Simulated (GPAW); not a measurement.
Runs of GPAW 26.7.0 on Zn. The cell holds a slab with vacuum, 5 atoms: a = 2.617 Å, b = 2.619 Å, c = 24.717 Å, α = 90.00°, β = 90.00°, γ = 119.98°. The slab is cut from a database's or a generator's crystal, which needn't be the stable form of the element.

```csv
task,level,potentials or basis,cell,series job,gap on the mesh (eV),largest force (eV/Å),work function (eV)
single point,PBE,"GPAW PAW data sets (gpaw-data 1.2.1), pw","the (0 0 1) slab of Zn, cut from the database cell, not relaxed",-,none,0.17,3.94
single point,LDA,"the program's PAW data sets (release 1.2.1) made for this functional, pw","the (0 0 1) slab of Zn, cut from the database cell, not relaxed",-,none,0.12,4.24
single point,RPBE,"the program's PAW data sets (release 1.2.1) made for this functional, pw","the (0 0 1) slab of Zn, cut from the database cell, not relaxed",-,none,0.28,3.81
single point,revPBE,"the program's PAW data sets (release 1.2.1) made for this functional, pw","the (0 0 1) slab of Zn, cut from the database cell, not relaxed",-,none,(b),3.82
single point,vdW-DF-cx,"GPAW PAW data sets (gpaw-data 1.2.1), pw","the (0 0 1) slab of Zn, cut from the database cell, not relaxed",-,none,0.16,4.09
single point,r2SCAN,"GPAW PAW data sets (gpaw-data 1.2.1), pw","the (0 0 1) slab of Zn, cut from the database cell, not relaxed",-,none,0.07,4.01
single point,WC,"PAW data sets generated in the run's folder for this functional, pw","the (0 0 1) slab of Zn, cut from the database cell, not relaxed",-,none,0.03,4.04
single point,PBEsol,"PAW data sets generated in the run's folder for this functional, pw","the (0 0 1) slab of Zn, cut from the database cell, not relaxed",-,none,0.03,4.05
single point,BEEF-vdW,"GPAW PAW data sets (gpaw-data 1.2.1), pw","the (0 0 1) slab of Zn, cut from the database cell, not relaxed",-,none,(a),4.15
```

Alike in all rows: no spin polarisation; k mesh 12 × 12 × 1; cutoff (eV) 450; smearing fermi-dirac 0.05 eV.

Estimate the missing entries.

(a) 0.30; (b) 0.25.

Caveats: the PAW data sets were made with another functional, which shifts forces and pressure a little (some runs).

A gap of «none» marks a metal or a gap under the smearing width.
